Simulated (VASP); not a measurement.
Computed with PBE GGA, VASP's PBE PAW potentials (set 64) (plane waves; VASP 6.6.1).

The input files of a VASP run:

**KPOINTS**
```
kpoints
0
Gamma
  8 8 8
```

### POSCAR
```
CsBr
4.290
  1.0000000000   0.0000000000   0.0000000000
  0.0000000000   1.0000000000   0.0000000000
  0.0000000000   0.0000000000   1.0000000000
Cs Br
1 1
direct
  0.0000000000   0.0000000000   0.0000000000
  0.5000000000   0.5000000000   0.5000000000
```

INCAR:
```
SYSTEM=CsBr
PREC=Accurate; ENCUT=300; LREAL=F
LASPH=T
EDIFF=1E-6; NELM=100; ALGO=Normal
LMAXMIX=4
ISMEAR=-1; SIGMA=0.01
GGA=PE
ISIF=2
LWAVE=F; LCHARG=F
```

POTCAR, in this order: Cs_sv Br (PBE.64 set). Program: vasp_std.

The resulting files:

File OSZICAR:
```
       N       E                     dE             d eps       ncg     rms          rms(c)
DAV:   1     0.751049846533E+02    0.75105E+02   -0.49109E+03   848   0.746E+02
DAV:   2    -0.112212561245E+01   -0.76227E+02   -0.71937E+02  1292   0.153E+02
DAV:   3    -0.622300586059E+01   -0.51009E+01   -0.50848E+01  1044   0.448E+01
DAV:   4    -0.626907235291E+01   -0.46066E-01   -0.46056E-01   976   0.521E+00
DAV:   5    -0.626947904417E+01   -0.40669E-03   -0.40666E-03  1064   0.462E-01    0.179E+00
DAV:   6    -0.604028187712E+01    0.22920E+00   -0.34725E-01   928   0.304E+00    0.111E+00
DAV:   7    -0.600318127062E+01    0.37101E-01   -0.17705E-01  1028   0.219E+00    0.590E-01
DAV:   8    -0.600594517244E+01   -0.27639E-02   -0.11204E-02   976   0.743E-01    0.902E-02
DAV:   9    -0.600629408918E+01   -0.34892E-03   -0.19956E-03   992   0.278E-01    0.752E-02
DAV:  10    -0.600635181351E+01   -0.57724E-04   -0.13000E-04   972   0.919E-02    0.133E-02
DAV:  11    -0.600635752870E+01   -0.57152E-05   -0.31555E-05   992   0.350E-02    0.436E-03
DAV:  12    -0.600635726333E+01    0.26537E-06   -0.56170E-06  1016   0.151E-02
   1 F= -.60063573E+01 E0= -.60063573E+01  d E =-.107019E-11
```

OUTCAR:
```
------------------------ aborting loop because EDIFF is reached ----------------------------------------
  FORCE on cell =-STRESS in cart. coord.  units (eV):
  Direction    XX          YY          ZZ          XY          YZ          ZX
  --------------------------------------------------------------------------------------
  Total        0.5026834      0.5026834      0.5026834      0.0000000      0.0000000     -0.0000000
  in kB       10.2007765     10.2007765     10.2007765      0.0000000      0.0000000     -0.0000000
  external PRESSURE =      10.2007765 kB  Pullay stress =       0.0000000 kB
  volume of cell :       78.95
      direct lattice vectors                 reciprocal lattice vectors
     4.290000000  0.000000000  0.000000000     0.233100233  0.000000000  0.000000000
     0.000000000  4.290000000  0.000000000     0.000000000  0.233100233  0.000000000
     0.000000000  0.000000000  4.290000000     0.000000000  0.000000000  0.233100233
 POSITION                                       TOTAL-FORCE (eV/Angst)
 -----------------------------------------------------------------------------------
      0.00000      0.00000      0.00000         0.000000      0.000000      0.000000
      2.14500      2.14500      2.14500         0.000000      0.000000      0.000000
 -----------------------------------------------------------------------------------
    total drift:                                0.000000      0.000000     -0.000000
  FREE ENERGIE OF THE ION-ELECTRON SYSTEM (eV)
  ---------------------------------------------------
  free  energy   TOTEN  =        -6.0063572633 eV

  energy  without entropy=       -6.0063572633  energy(sigma->0) =       -6.00635726
```
(Selected blocks of OUTCAR.)

At this cut-off the stress carries a Pulay error, which pulls relaxed volumes low.

The structure is a typed CsBr crystal (Pm-3m). The cell was not relaxed at this level.
